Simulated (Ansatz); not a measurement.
The system is In.

```xyz
1
Lattice="-1.6255 1.6255 2.4737 1.6255 -1.6255 2.4737 1.6255 1.6255 -2.4737" Properties=species:S:1:pos:R:3 pbc="T T T"
In    0.0000    0.0000    0.0000
```

Base run:

```yaml
Program: Ansatz 0.2.0
Functional: r2SCAN
Potentials_or_basis: Ansatz PAW
Cutoff: "500 eV (not typed: the program's choice for these potentials)"
k_mesh: 11 × 11 × 11
Occupations: fermi-dirac, width 0.05 eV
Spin: no spin polarisation
```

Its results: band gap on the k mesh none (metal or under the smearing width); pressure 0.2 GPa.

Task: After a change of settings the same cell gave: band gap on the k mesh none (metal or under the smearing width); pressure 6.2 GPa. Which change was it?
A. functional from r2SCAN to PBE; cutoff from 500 eV (not typed: the program's choice for these potentials) to 420 eV (not typed: the program's choice for these potentials); occupations from fermi-dirac, width 0.05 eV to gaussian, width 0.023 eV
B. k mesh from 11 × 11 × 11 to 8 × 8 × 8; spin from no spin polarisation to spin-orbit coupling, no magnetisation; potential files from those of the base run to others of the same set
C. functional from r2SCAN to BLYP; cutoff from 500 eV (not typed: the program's choice for these potentials) to 420 eV (not typed: the program's choice for these potentials)

Result: C.

Caveats: spin-orbit coupling is left out, which moves the levels of the heavy elements; the PAW data sets come from PBE, with cores solved anew for the run's functional, which leaves a small shift of forces and pressure.
